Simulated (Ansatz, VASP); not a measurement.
**P: VASP beside Ansatz**

File INCAR:

```
PREC     = Accurate       # precision mode
ENCUT    = 520            # plane-wave cutoff, eV
EDIFF    = 1E-7           # SCF threshold, eV
ISMEAR   = -1             # smearing method
SIGMA    = 0.05           # smearing width, eV
LREAL    = False          # projectors in reciprocal space
LASPH    = True           # aspherical terms in the spheres
NELM     = 60             # most SCF steps
ALGO     = Normal         # electronic algorithm
ISIF     = 2              # what is computed and relaxed
LWAVE    = False          # write WAVECAR
LCHARG   = False          # write CHGCAR
GGA      = PS             # functional
NBANDS   = 18             # bands
```

The input KPOINTS:

```
regular mesh
0
Gamma
  8 8 6
```

Contents of POSCAR:

```
P
1.0
    1.6366841122     -5.4283585144      0.0000000000
    1.6366841122      5.4283585144      0.0000000000
    0.0000000000      0.0000000000      4.5131404726
P
4
Direct
    0.9041431300      0.0958568700      0.5888151700
    0.0958568700      0.9041431300      0.4111848300
    0.5958568700      0.4041431300      0.0888151700
    0.4041431300      0.5958568700      0.9111848300
```

input.yaml

```yaml
crystal:
  lattice:
    - [1.6366841122, -5.4283585144, 0.0]
    - [1.6366841122, 5.4283585144, 0.0]
    - [0.0, 0.0, 4.5131404726]
  atoms:
    - { symbol: P, position: [0.90414313, 0.09585687, 0.58881517] }
    - { symbol: P, position: [0.09585687, 0.90414313, 0.41118483] }
    - { symbol: P, position: [0.59585687, 0.40414313, 0.08881517] }
    - { symbol: P, position: [0.40414313, 0.59585687, 0.91118483] }
hamiltonian:
  xc: pbesol
  pseudopotentials: { kind: paw }
kpoints:
  mp_grid: { grid: [8, 8, 6] }
scf:
  occupations: { method: fermi_dirac, width: 0.05 }
output:
  forces: true
  stress: true
  eigenvalues: true
```

Change from the starting cell: volume scaled by 0.98.

Alike in both runs: task single point; functional PBEsol; k mesh 8 × 8 × 6; occupations fermi-dirac, width 0.05 eV; no spin polarisation.

|  | VASP | Ansatz |
| --- | --- | --- |
| version | VASP 6.6.1 | Ansatz 0.2.0 |
| potentials or method | VASP PAW PBE potentials, release 64 (P) | Ansatz PAW |
| plane-wave cutoff (eV) | 520 | 420 |
| valence electrons in the cell | 20 | 20 |

Ansatz gave:

* gap on the k mesh at the Fermi level (eV): 0.02
* least direct gap on the mesh (eV): 0.02
* pressure (GPa): 1.0
* largest component of the traceless stress (GPa): 0.07
* rms of the force components (eV/Å): 0.270

Question: Estimate VASP's values.

Answer: gap on the k mesh at the Fermi level (eV): 0.01; least direct gap on the mesh (eV): 0.01; pressure (GPa): 0.8; largest component of the traceless stress (GPa): 0.05; rms of the force components (eV/Å): 0.257.

Atom by atom the forces differ by 0.013 eV/Å (rms over components).

Caveats: the PAW data sets were made with another functional, which shifts forces and pressure a little (VASP); the PAW data sets come from PBE, with cores solved anew for the run's functional, which leaves a small shift of forces and pressure (Ansatz). A k mesh can miss the band edges.
